The choice of density functional changes the computed volume of gallium phosphide by nearly 9 % of the smallest value below, and its bulk modulus, the resistance to uniform compression, by about a fifth of the largest. The cube edge changes by about 3 %.

ABINIT 10.8.3, plane-wave DFT with PAW datasets for zinc-blende GaP (2-atom cell), without spin polarisation, spin–orbit coupling or dispersion correction; 8 × 8 × 8 k mesh, Fermi–Dirac smearing of 0.05 eV. Equilibrium volume, bulk modulus and its pressure derivative (the slope) come from a fit to energies at seven volumes from 19.03 to 21.45 Å³/atom.

```
functional        potentials  wave cutoff  equilibrium volume (Å³/atom)  bulk modulus (GPa)  bulk modulus slope
       LDA  JTH-PAW-LDA-v2.0   544.228 eV                        19.590               90.00               4.490
       PBE  JTH-PAW-PBE-v2.0   408.171 eV                             ?                   ?                   ?
    PBEsol  JTH-PAW-PBE-v2.0   408.171 eV                        20.157               85.00               4.320
    revPBE  JTH-PAW-PBE-v2.0   544.228 eV                        21.287               72.90               4.430
   HCTH407  JTH-PAW-PBE-v2.0   544.228 eV                        21.035               70.60               4.610
    LDA-PZ  JTH-PAW-LDA-v2.0   544.228 eV                        19.603               89.80               4.470
 LDA-Teter  JTH-PAW-LDA-v2.0   544.228 eV                             ?                   ?                   ?
   LDA-VWN  JTH-PAW-LDA-v2.0   544.228 eV                        19.576               90.10               4.500
        WC  JTH-PAW-PBE-v2.0   544.228 eV                        20.138               85.00               4.470
```

**(a) Why does revPBE give a larger cell than WC, and how does this affect the stiffness?**

*Solution.* Both functionals multiply the local exchange energy by an enhancement factor F(s). The reduced gradient s measures how sharply the electron density varies on the scale of the local electron spacing. When the crystal expands, the density between the atoms thins and s rises there. If F climbs steeply with s, expansion is rewarded with extra exchange energy, which acts as an outward pressure. LDA has no such climb, and its cells are the smallest in the table, although those rows also differ in correlation and in datasets.

The runs show this pressure directly. At the same volume, 20.24 Å³/atom, revPBE pushes outward by 4.54 GPa more than WC. The crystal yields until its elastic resistance balances the push, so the growth in volume is roughly volume × pressure / bulk modulus. With the mean of the two moduli, 79 GPa, this gives 20.24 × 4.54 / 79 ≈ 1.16 Å³/atom, against 1.15 in the table. Pressure and volume come from the same runs, so the agreement shows that the picture is consistent, not that the functional is right.

A stretched crystal is softer. If WC's crystal were merely stretched to revPBE's volume, its modulus would fall from 85 to about 66 GPa. But the extra push weakens as the cell grows, so each further step of expansion gets less help, and the crystal is stiffer than stretching alone would make it. This adds about 7 GPa and brings the sum close to revPBE's 72.9 GPa. Both terms come from the same runs, so the sum splits the modulus into two parts and is not an independent test.

HCTH407 seems to break the pattern: its cell is smaller than revPBE's, yet it is softer. The same split accounts for it. Across the seven volumes its extra push over WC falls only from 3.45 to 3.32 GPa, while revPBE's falls from 5.03 to 4.11 GPa. HCTH407 therefore gains little stiffness from a weakening push, and its 70.6 GPa lies close to the 70 GPa or so of WC's crystal merely stretched to that volume. It differs from WC in both exchange and correlation, and these runs do not show which ingredient keeps its push so steady.

**(b) Forecast the volume and bulk modulus of PBE and LDA-Teter, with error bars.**

*Solution.* PBE, WC and revPBE share the same correlation and differ only in F. PBE and revPBE start with the same climb, but revPBE has a higher ceiling and keeps rising for longer. WC has PBE's ceiling but climbs more slowly at intermediate gradients. PBE should therefore lie between the other two.

To say where, I compare the rise of F between s = 0.6 and 1.2, a range chosen as typical of valence electrons. It places PBE 0.648 of the way from WC to revPBE. Applied to the volume, this gives 20.138 + 0.648 × (21.287 − 20.138) ≈ 20.88 Å³/atom. The same step for the bulk modulus gives 77.2 GPa. Only the WC and revPBE rows enter these estimates. Both were run with datasets made for PBE, and the error this causes is untested.

The choice of range is the weak point: shifting it by 0.3 either way moves the volume by about 0.12 Å³/atom on average. PBE also ran at the lower wave cutoff. In PBEsol, which shares that cutoff, the fitted minimum and the point of zero stress differ by roughly 0.04 Å³/atom, read by a straight line between the two nearest pressures. A small basis usually harms the stress more than the fitted minimum, so this is a cautious allowance for the volume. The gap between PBEsol and WC is smaller still, and I would not rely on their order. The forecast for PBE is **20.88 ± 0.13 Å³/atom and 77.2 ± 1.6 GPa**; the second error includes a guessed 1 GPa for the cutoff.

LDA-Teter is another parametrisation of the same uniform electron gas as the three known LDA rows. I take their mean, with their full spread as the error: **19.590 ± 0.027 Å³/atom and 90.0 ± 0.3 GPa**.

**(c) Compare the forecasts with the computed values. What do the misses teach?**

The withheld rows as computed:

```
functional        potentials  wave cutoff  equilibrium volume (Å³/atom)  bulk modulus (GPa)  bulk modulus slope
       PBE  JTH-PAW-PBE-v2.0   408.171 eV                        20.893               77.60               4.300
 LDA-Teter  JTH-PAW-LDA-v2.0   544.228 eV                        19.612               89.70               4.490
```

*Solution.* Three of the four values fall within their error bars. The fourth, the bulk modulus of LDA-Teter, does so only in the rounded numbers of the table. For PBE the volume forecast is only 0.01 Å³/atom too low, far closer than the model can claim, since another reasonable range of s would have moved it ten times as far. The hit supports the order of the three functionals and the idea of a graded outward push. It does not single out the chosen range.

The bulk modulus is forecast 0.4 GPa too low. By its computed volume PBE lies 0.66 of the way from WC to revPBE, but by its modulus only (85.0 − 77.6) / (85.0 − 72.9) ≈ 0.61. Curvature is not expected to explain this: a blend of the WC and revPBE curves should have a modulus slightly below the straight line, which would widen the miss. The lower cutoff is the likelier source. PBE and PBEsol, the two rows that share it, have the lowest slopes in the table (4.30 and 4.32) and energy fits several times noisier than the rest. The allowance guessed for the cutoff covers the whole difference, but no run at the higher cutoff tests this.

LDA-Teter is the less comfortable case. Its volume lies 0.022 Å³/atom above the forecast, using up most of the error bar, and outside the range of the other three LDA rows. Its modulus lies 0.27 GPa below the forecast by the table, just inside the error bar. With the unrounded moduli of the same runs the miss is 0.32 GPa and the spread 0.30 GPa, so this forecast narrowly fails. The two misses are largely one: among the known LDA rows the modulus falls as the volume rises, so a slightly larger cell brings a slightly softer crystal. Three similar parametrisations do not bound a fourth, and a wider error bar would have been wiser. The miss in volume is still about fifty times smaller than the step from WC to revPBE, which comes from the gradient dependence of exchange. The printed output below lists the forecasts and misses.

Printed output of the fit:

```
Position of PBE exchange between WC (0) and revPBE (1), window s from 0.6 to 1.2: 0.648
Volume uncertainty from shifting the window by 0.3 (angstrom^3/atom): 0.1188
PBEsol fitted volume less volume of zero stress, a sign of the 408 eV cutoff (angstrom^3/atom): 0.04325
PBE volume forecast (angstrom^3/atom): 20.88
PBE volume error bar (angstrom^3/atom): 0.1264
PBE bulk modulus forecast (GPa): 77.16
PBE bulk modulus error bar, with a guessed 1 GPa for the cutoff (GPa): 1.601
LDA-Teter volume forecast, mean of three LDA rows (angstrom^3/atom): 19.59
LDA-Teter volume error bar, full spread of three LDA rows (angstrom^3/atom): 0.027
LDA-Teter bulk modulus forecast, mean of three LDA rows (GPa): 89.97
LDA-Teter bulk modulus error bar, full spread of three LDA rows (GPa): 0.3
PBE volume computed (angstrom^3/atom): 20.89
PBE volume miss, forecast less computed (angstrom^3/atom): -0.01043
PBE bulk modulus computed (GPa): 77.6
PBE bulk modulus miss, forecast less computed (GPa): -0.441
LDA-Teter volume computed (angstrom^3/atom): 19.61
LDA-Teter volume miss, forecast less computed (angstrom^3/atom): -0.02233
LDA-Teter bulk modulus computed (GPa): 89.7
LDA-Teter bulk modulus miss, forecast less computed (GPa): 0.2667
Position of PBE between WC (0) and revPBE (1) by its computed volume: 0.6571
Extra outward pressure of revPBE over WC at 20.24 angstrom^3/atom (GPa): 4.538
Volume growth from WC to revPBE estimated from that pressure (angstrom^3/atom): 1.163
Volume growth from WC to revPBE in the table (angstrom^3/atom): 1.149
WC bulk modulus if merely stretched to the revPBE volume (GPa): 66.33
Stiffness added at the revPBE volume by the decay of the extra pressure (GPa): 7.29
```
